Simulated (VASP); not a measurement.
# BaTiO3 (R3m) in VASP: evGW0 quasiparticle levels with LDA

Aim: the evGW0 quasiparticle levels of BaTiO3 with LDA.

Everything below comes from runs of VASP 6.6.1. Logs are shortened: lines on timing, memory, paths and dates and some standing lists are left out, and cuts for length are marked.

## (1) Starting point

It takes space group R3m (No. 160, trigonal). The conventional cell has a = 5.655 Å, b = 5.655 Å, c = 6.955 Å, α = 90.00°, β = 90.00°, γ = 120.00°. Ba (site symmetry 3m) has 12 O at 2.79 to 2.89 Å as nearest neighbours. Ti (site symmetry 3m) is surrounded by 6 O at 1.87 to 2.14 Å. Around O (site symmetry m) lie 2 Ti at 1.87 to 2.14 Å.

## (2) EvGW0 quasiparticle levels, LDA

The input, POSCAR:

```
BaTiO3
1.0
    2.8273666084      1.6323808724      2.3183934932
   -2.8273666084      1.6323808724      2.3183934932
    0.0000000000     -3.2647617449      2.3183934932
Ba Ti O
1 1 3
Direct
    0.0000000000      0.0000000000      0.0000000000
    0.4845000000      0.4845000000      0.4845000000
    0.5086000000      0.0175000000      0.5086000000
    0.0175000000      0.5086000000      0.5086000000
    0.5086000000      0.5086000000      0.0175000000
```

The input, INCAR.step1:

```
SYSTEM = BaTiO3
ALGO = Fast
EDIFF = 1E-8
ENCUT = 500
ISMEAR = 0
KPAR = 4
LASPH = .TRUE.
LCHARG = .FALSE.
LREAL = .FALSE.
LWAVE = .TRUE.
NELM = 80
PREC = Accurate
SIGMA = 0.01
```

The input, INCAR.step2:

```
SYSTEM = BaTiO3
ALGO = Exact
EDIFF = 1E-8
ENCUT = 500
ISMEAR = 0
ISTART = 1
KPAR = 4
LASPH = .TRUE.
LCHARG = .FALSE.
LOPTICS = .TRUE.
LREAL = .FALSE.
LWAVE = .TRUE.
NBANDS = 287
NELM = 1
PREC = Accurate
SIGMA = 0.01
```

The input, INCAR.step3:

```
SYSTEM = BaTiO3
ALGO = EVGW0
EDIFF = 1E-8
ENCUT = 500
ENCUTGW = 150
ISMEAR = 0
ISTART = 1
KPAR = 4
LASPH = .TRUE.
LCHARG = .FALSE.
LREAL = .FALSE.
LWAVE = .FALSE.
NBANDS = 287
NBANDSGW = 28
NELMGW = 4
NOMEGA = 50
PREC = Accurate
PRECFOCK = Fast
SIGMA = 0.01
```

The input, KPOINTS:

```
k-points
0
G
  4 4 4
  0 0 0
```

Potentials or basis: VASP PAW LDA potentials, release 64 (Ba_sv_GW, Ti_sv_GW, O_GW).

Command:

```sh
$ cat potpaw_LDA.64/Ba_sv_GW/POTCAR potpaw_LDA.64/Ti_sv_GW/POTCAR potpaw_LDA.64/O_GW/POTCAR > POTCAR
$ cp INCAR.step1 INCAR
$ mpirun -np 4 vasp_std > vasp.out
$ cp INCAR.step2 INCAR
$ mpirun -np 4 vasp_std > vasp.out
$ cp INCAR.step3 INCAR
$ mpirun -np 4 vasp_std > vasp.out
```

OUTCAR:

```text
SYSTEM = BaTiO3
   EDIFF = 1E-8
   ENCUT = 500
   ENCUTGW = 150
   ISMEAR = 0
   ISTART = 1
   LASPH = .TRUE.
   LREAL = .FALSE.
   NELMGW = 4
   PREC = Accurate
   PRECFOCK = Fast

 ion  position               nearest neighbor table
   1  0.000  0.000  0.000-
   2  0.484  0.484  0.484-   3 1.87   4 1.87   5 1.87   3 2.14   4 2.14   5 2.14
   3  0.509  0.017  0.509-   2 1.87   2 2.14
   4  0.017  0.509  0.509-   2 1.87   2 2.14
   5  0.509  0.509  0.017-   2 1.87   2 2.14

  LATTYP: Found a trigonal (rhomboedric) cell.
 ALAT       =     4.0042000000
 COS(alpha) =     0.0028448828

  Lattice vectors:

 A1 = (   2.8273666084,   1.6323808724,   2.3183934932)
 A2 = (  -2.8273666084,   1.6323808724,   2.3183934932)
 A3 = (   0.0000000000,  -3.2647617449,   2.3183934932)

Analysis of symmetry for initial positions (statically):
=====================================================================
 Subroutine PRICEL returns:
 Original cell was already a primitive cell.

 Routine SETGRP: Setting up the symmetry group for a
 trigonal (rhombohedral) supercell.

 Subroutine GETGRP returns: Found  6 space group operations
 (whereof  6 operations were pure point group operations)
 out of a pool of 12 trial point group operations.

The static configuration has the point symmetry C_3v.

Analysis of symmetry for dynamics (positions and initial velocities):
=====================================================================
 Subroutine PRICEL returns:
 Original cell was already a primitive cell.

 Routine SETGRP: Setting up the symmetry group for a
 trigonal (rhombohedral) supercell.

 Subroutine GETGRP returns: Found  6 space group operations
 (whereof  6 operations were pure point group operations)
 out of a pool of 12 trial point group operations.

The dynamic configuration has the point symmetry C_3v.

 Subroutine INISYM returns: Found  6 space group operations
 (whereof  6 operations are pure point group operations),
 and found     1 'primitive' translations

----------------------------------------------------------------------------------------

                                     Primitive cell

  volume of cell :      64.2010

  direct lattice vectors                    reciprocal lattice vectors
     2.827366608  1.632380872  2.318393493     0.176843002  0.102100355  0.143777721
    -2.827366608  1.632380872  2.318393493    -0.176843002  0.102100355  0.143777721
     0.000000000 -3.264761745  2.318393493     0.000000000 -0.204200710  0.143777721

  length of vectors
     4.004200000  4.004200000  4.004200000     0.249739791  0.249739791  0.249739791

  position of ions in fractional coordinates (direct lattice)
     0.000000000  0.000000000  0.000000000
     0.484500000  0.484500000  0.484500000
     0.508600000  0.017500000  0.508600000
     0.017500000  0.508600000  0.508600000
     0.508600000  0.508600000  0.017500000

  ion indices of the primitive-cell ions
   primitive index   ion index
                 1           1
                 2           2
                 3           3
                 4           4
                 5           5

----------------------------------------------------------------------------------------

 KPOINTS: k-points

Automatic generation of k-mesh.
 Grid dimensions read from file:
 generate k-points for:    4    4    4

 Generating k-lattice:

  Cartesian coordinates                     Fractional coordinates (reciprocal lattice)
     0.044210751  0.025525089  0.035944430     0.250000000  0.000000000  0.000000000
    -0.044210751  0.025525089  0.035944430     0.000000000  0.250000000  0.000000000
     0.000000000 -0.051050178  0.035944430    -0.000000000 -0.000000000  0.250000000

  Length of vectors
     0.062434948  0.062434948  0.062434948

  Shift w.r.t. Gamma in fractional coordinates (k-lattice)
     0.000000000  0.000000000  0.000000000

 Subroutine IBZKPT returns following result:
 ===========================================

 Found     13 irreducible k-points:

 Following reciprocal coordinates:
            Coordinates               Weight
  0.000000  0.000000  0.000000      1.000000
  0.250000  0.000000  0.000000      6.000000
  0.500000  0.000000  0.000000      3.000000
  0.250000  0.250000  0.000000      6.000000
  0.500000  0.250000  0.000000     12.000000
 -0.250000  0.250000  0.000000      6.000000
  0.500000  0.500000  0.000000      3.000000
  0.250000  0.250000  0.250000      2.000000
  0.500000  0.250000  0.250000      6.000000
 -0.250000  0.250000  0.250000      6.000000
  0.500000  0.500000  0.250000      6.000000
 -0.250000  0.500000  0.250000      6.000000
  0.500000  0.500000  0.500000      1.000000
   k-points           NKPTS =     13   k-points in BZ     NKDIM =     64   number of bands    NBANDS=    287
   number of dos      NEDOS =    301   number of ions     NIONS =      5
   total plane-waves  NPLWV =  27000
   dimension x,y,z NGX =    30 NGY =   30 NGZ =   30
   dimension x,y,z NGXF=    60 NGYF=   60 NGZF=   60
   ions per type =               1   1   3
   NGX,Y,Z   is equivalent  to a cutoff of  12.46, 12.46, 12.46 a.u.
   NGXF,Y,Z  is equivalent  to a cutoff of  24.91, 24.91, 24.91 a.u.
 SYSTEM =  BaTiO3
   PREC   = accura    normal or accurate (medium, high low for compatibility)
   ISTART =      1    job   : 0-new  1-cont  2-samecut
   ICHARG =      0    charge: 1-file 2-atom 10-const
   ISPIN  =      1    spin polarized calculation?
   LNONCOLLINEAR =      F non collinear calculations
   LSORBIT =      F    spin-orbit coupling
   LASPH  =      T    aspherical Exc in radial PAW
   ENCUT  =  500.0 eV  36.75 Ry    6.06 a.u.   7.30  7.30  7.30*2*pi/ulx,y,z
   NELM   =     60;   NELMIN=  2; NELMDL=  0     # of ELM steps
   EDIFF  = 0.1E-07   stopping-criterion for ELM
   LREAL  =      F    real-space projection
   EDIFFG = 0.1E-06   stopping-criterion for IOM
   NSW    =      0    number of steps for IOM
   IBRION =     -1    ionic relax: 0-MD 1-quasi-New 2-CG
   NFREE  =      0    steps in history (QN), initial steepest desc. (CG)
   ISIF   =      0    stress and relaxation
   ISYM   =      3    0-nonsym 1-usesym 2-fastsym
   POTIM  = 0.5000    time-step for ionic-motion
   TEBEG  =    0.0;   TEEND  =   0.0 temperature during run
   PSTRESS=    0.0 pullay stress
   NELECT =      40.0000    total number of electrons
   NUPDOWN=      -1.0000    fix difference up-down
   EMIN   =  10.00;   EMAX   =-10.00  energy-range for DOS
   EFERMI =   0.00;   METHOD = LEGACY
   ISMEAR =     0;   SIGMA  =   0.01  broadening in eV -4-tet -1-fermi 0-gaus
   EFERMI_NEDOS =   21; number of points for ismear=-14 and -15
   IALGO  =     38    algorithm
   IMIX   =      4    mixing-type and parameters
     AMIX     =   0.40;   BMIX     =  1.00
     AMIX_MAG =   1.60;   BMIX_MAG =  1.00
  volume/ion in A,a.u.               =      12.84        86.65
  Fermi-wavevector in a.u.,A,eV,Ry     =   1.398237  2.642285 26.600301  1.955067
  Thomas-Fermi vector in A             =   2.521415
   LORBIT       =      0    0 simple, 1 ext, 2 COOP (PROOUT), +10 PAW based schemes
   GGA     = CA    functional components
   LHFCALC =     T    Hartree Fock is set to
   PRECFOCK=fast      Normal, Fast or Accurate (Low or Medium for compatibility)
   ENCUT4O =  -1.0   cutoff for four orbital integrals eV
   NKREDX  =     1    reduce k-point grid by
   NKREDY  =     1    reduce k-point grid by
   NKREDZ  =     1    reduce k-point grid by
   AEXX    =    1.0000 exact exchange contribution
   HFSCREEN=    0.0000 screening length (either q_TF or 0.3 A-1)
   HFSCREENC=   0.0000 screening length for correlation (either q_TF or 0.3 A-1)
   ENCUTFOCK=  -1.0 apply spherical cutoff to Coloumb kernel
   IVDW    =     0    specifies the selected vdW correction
   LEPSILON=     F    determine dielectric tensor
   LRPA    =     F    only Hartree local field effects (RPA)
   LRPAFORCE           =     F    calculate RPA forces
   ENCUTGW             = 150.0    cutoff for response function in eV
   ENCUTGWSOFT         = 120.0    soft cutoff for Coulomb kernel in GW response function in eV
   ENCUTLF             =  -1.0    cutoff for local field effects
   NELMGW              =     4    number of iterations in solving QP/BSE equation
   NELMHF              =     1    number of iterations in the inner HF iteration
   NKREDLFX            =     1    NKREDLFY  =   1   NKREDLFZ  =   1
 non-spin polarized calculation
 Gauss-broadening in eV      SIGMA  =   0.01
  energy-cutoff  :      500.00
  volume of cell :       64.20
 maximum number of plane-waves:      1647
 NGX is ok and might be reduce to    30
  NGX = 16; NGY = 16; NGZ = 16
   NGX = 15   NGY = 15   NGZ = 15
 maximum number of plane-waves:       280

 QP shifts <psi_nk| G(iteration)W_0 |psi_nk>: iteration 1
 for sc-GW calculations column KS-energies equals QP-energies in previous step
 and V_xc(KS)=  KS-energies - (<T + V_ion + V_H > + <T+V_H+V_ion>^1  + <V_x>^1)

 k-point   1 :       0.0000    0.0000    0.0000
  band No.  KS-energies  QP-energies   sigma(KS)   V_xc(KS)     V^pw_x(r,r')   Z            occupation Imag(sigma)

      1     -50.4955     -51.8137     -26.6533     -24.4338     -41.5534       0.5939       2.0000       1.8353
      2     -27.1643     -28.1145     -25.4297     -23.9898     -34.5508       0.6599       2.0000       1.1136
      3     -27.1643     -28.1145     -25.4297     -23.9898     -34.5508       0.6599       2.0000       1.1136
      4     -27.1532     -28.0797     -25.3896     -23.9896     -34.4998       0.6618       2.0000       1.0607
      5     -19.4973     -20.4815     -16.7788     -15.3758     -24.7006       0.7015       2.0000       1.7015
      6     -11.4966     -12.9232     -21.0754     -18.9323     -30.4052       0.6657       2.0000       1.4221
[... 404 lines left out ...]
     27      13.1528      14.8508     -19.6347     -22.0402     -12.8838       0.7059       0.0000      -0.6745
     28      13.1528      14.8508     -19.6347     -22.0402     -12.8838       0.7059       0.0000      -0.6745

 QP shifts <psi_nk| G(iteration)W_0 |psi_nk>: iteration 2

 k-point   1 :       0.0000    0.0000    0.0000
  band No. old QP-enery  QP-energies   sigma(KS)   T+V_ion+V_H  V^pw_x(r,r')   Z            occupation Imag(sigma)

      1     -51.8137     -52.2914     -26.5497     -26.0617     -41.5534       0.5988       2.0000       1.8735
      2     -28.1145     -28.3952     -25.3719      -3.1745     -34.5508       0.6498       2.0000       1.1400
      3     -28.1145     -28.3952     -25.3719      -3.1745     -34.5508       0.6498       2.0000       1.1400
      4     -28.0797     -28.3624     -25.3430      -3.1635     -34.4998       0.6622       2.0000       1.0828
      5     -20.4815     -20.8551     -16.8911      -4.1215     -24.7006       0.7034       2.0000       1.6441
      6     -12.9232     -13.3374     -20.9815       7.4356     -30.4052       0.6653       2.0000       1.5046
[... 404 lines left out ...]
     27      14.8508      15.2353     -19.7981      35.1931     -12.8838       0.7067       0.0000      -0.7491
     28      14.8508      15.2353     -19.7981      35.1931     -12.8838       0.7067       0.0000      -0.7491

 QP shifts <psi_nk| G(iteration)W_0 |psi_nk>: iteration 3

 k-point   1 :       0.0000    0.0000    0.0000
  band No. old QP-enery  QP-energies   sigma(KS)   T+V_ion+V_H  V^pw_x(r,r')   Z            occupation Imag(sigma)

      1     -52.2914     -52.4380     -26.4834     -26.0617     -41.5534       0.5780       2.0000       1.8954
      2     -28.3952     -28.4895     -25.3635      -3.1745     -34.5508       0.6606       2.0000       1.1531
      3     -28.3952     -28.4895     -25.3635      -3.1745     -34.5508       0.6606       2.0000       1.1531
      4     -28.3624     -28.4524     -25.3343      -3.1635     -34.4998       0.6647       2.0000       1.0954
      5     -20.8551     -20.9478     -16.8668      -4.1215     -24.7006       0.6965       2.0000       1.6645
      6     -13.3374     -13.4493     -20.9413       7.4356     -30.4052       0.6651       2.0000       1.5410
[... 404 lines left out ...]
     27      15.2353      15.3180     -19.8409      35.1931     -12.8838       0.7074       0.0000      -0.7770
     28      15.2353      15.3180     -19.8409      35.1931     -12.8838       0.7074       0.0000      -0.7770

 QP shifts <psi_nk| G(iteration)W_0 |psi_nk>: iteration 4

 k-point   1 :       0.0000    0.0000    0.0000
  band No. old QP-enery  QP-energies   sigma(KS)   T+V_ion+V_H  V^pw_x(r,r')   Z            occupation Imag(sigma)

      1     -52.4380     -52.4921     -26.4699     -26.0617     -41.5534       0.5782       2.0000       1.8997
      2     -28.4895     -28.5179     -25.3580      -3.1745     -34.5508       0.6591       2.0000       1.1576
      3     -28.4895     -28.5179     -25.3580      -3.1745     -34.5508       0.6591       2.0000       1.1576
      4     -28.4524     -28.4800     -25.3303      -3.1635     -34.4998       0.6644       2.0000       1.0993
      5     -20.9478     -20.9691     -16.8570      -4.1215     -24.7006       0.6937       2.0000       1.6713
      6     -13.4493     -13.4793     -20.9301       7.4356     -30.4052       0.6646       2.0000       1.5523
[... 404 lines left out ...]
     27      15.3180      15.3350     -19.8505      35.1931     -12.8838       0.6923       0.0000      -0.7834
     28      15.3180      15.3350     -19.8505      35.1931     -12.8838       0.6923       0.0000      -0.7834
```

Wall time 26 min (4 MPI ranks of Intel Xeon Platinum 8559C (Emerald Rapids), shared host); peak memory 0.97 GiB.

What came out:

| Property | Result |
| --- | --- |
| Band gap on the k mesh, mean-field level | 2.34 eV, indirect (least direct gap 2.70 eV) |
| Quasiparticle gap | 4.75 eV |
| Least direct quasiparticle gap | 5.04 eV |

Quasiparticle gap after each update of the energies (eV): 4.25, 4.65, 4.73, 4.75

Caveat: bands, screening cutoff and mesh are small and nothing is extrapolated, so the quasiparticle values aren't converged; spin-orbit coupling is left out, which moves the levels of the heavy elements.
